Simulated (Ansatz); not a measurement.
All numbers below come from DFT PBE, scalar-relativistic, plane waves, PAW in Ansatz 0.2.0. Settings: cutoff 420 eV, Γ-centred meshes spaced at most about 0.3 Å⁻¹, and about 0.25 Å⁻¹ or finer for metals (2π included), Gaussian smearing. No spin polarisation in the final relaxations.

These are static total energies at zero pressure.

Two forms of Li were relaxed alike.

A.

```yaml
crystal:
  lattice:
    - [4.92293, 0.00000, 0.00000]
    - [-2.46147, 4.26339, 0.00000]
    - [0.00000, 0.00000, 2.89570]
  atoms:
    - { symbol: Li, position: [0.33333, 0.66667, 0.50000] }
    - { symbol: Li, position: [0.66667, 0.33333, 0.50000] }
    - { symbol: Li, position: [0.00000, 0.00000, 0.00000] }
```

B.

```yaml
crystal:
  lattice:
    - [-1.70416, 1.70416, 1.74728]
    - [1.70416, -1.70416, 1.74728]
    - [1.70416, 1.70416, -1.74728]
  atoms:
    - { symbol: Li, position: [0.00000, 0.00000, 0.00000] }
```

**Question.** Which would you expect to be lower, and how large is the difference?

**Answer.** B is lower, by 12 meV/atom. A has the omega type, space group P6/mmm (No. 191), 20.3 Å³/atom and no gap on its mesh; B has space group I4/mmm (No. 139), 20.3 Å³/atom and no gap. Counting all near atoms (those within 1.25 times the shortest distance at each site; a plus sign parts nearer from farther groups; a slash parts the counts of unlike sites), A has Li 5+6/2+12 and B has Li 8+6. In A, Li on a site of symmetry -6m2 is surrounded by 5 Li at 2.84–2.90 Å and 6 Li at 3.19 Å; Li on a site of symmetry 6/mmm has 2 Li at 2.90 Å and 12 Li at 3.19 Å. In B, Li has 8 Li at 2.98 Å and 6 Li at 3.41–3.49 Å. Both come from invented guesses. The part of the Crystallography Open Database at hand lists Li in space groups No. 166, 191, 194, 225, 229; sharing a group (P6/mmm) doesn't make a cell the listed structure.

For metals, differences of a few meV/atom aren't resolved. Cells relaxed within their symmetry can be saddle points. The I4/mmm cell of Li came from shaking the P6/mmm one.
